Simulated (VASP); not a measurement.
Runs of VASP 6.6.1 on CdTe. Symmetry: F-43m, No. 216, cubic system. The conventional cell has a = 6.423 Å, b = 6.423 Å, c = 6.423 Å, α = 90.00°, β = 90.00°, γ = 90.00°. Cd (site symmetry -43m) is surrounded by 4 Te at 2.78 Å. Te (site symmetry -43m) is surrounded by 4 Cd at 2.78 Å. 

```csv
task,cell,gap on the mesh (eV),pressure (GPa)
relaxation of cell and atoms,relaxed,0.64,0.0
relaxation of the atoms,atoms relaxed from: a relaxed cell with its volume scaled by 1.04,0.52,-1.7
relaxation of the atoms,atoms relaxed from: a relaxed cell with its volume scaled by 1.06,0.46,-2.3
relaxation of the atoms,atoms relaxed,0.64,0.0
relaxation of the atoms,atoms relaxed from: a relaxed cell with its volume scaled by 0.96,(a),2.1
relaxation of the atoms,atoms relaxed from: a relaxed cell with its volume scaled by 0.98,(b),1.0
relaxation of the atoms,atoms relaxed from: a relaxed cell with its volume scaled by 0.94,0.83,3.3
relaxation of the atoms,atoms relaxed from: a relaxed cell with its volume scaled by 1.02,0.58,-0.9
```

Alike in all rows: level LDA; potentials or basis VASP PAW LDA potentials, release 64 (Cd, Te); no spin polarisation; k mesh 8 × 8 × 8; cutoff (eV) 600; smearing gaussian 0.03 eV.

Question: Estimate the missing entries.

Answer: (a) 0.77; (b) 0.70.

Caveats: spin-orbit coupling is left out, which moves the levels of the heavy elements; the relaxation stopped at its first step, so nothing moved (some runs).

A k mesh can miss the band edges, and the runs leave out spin-orbit coupling on Cd, Te.

Runs at the PBE level aren't shown here.
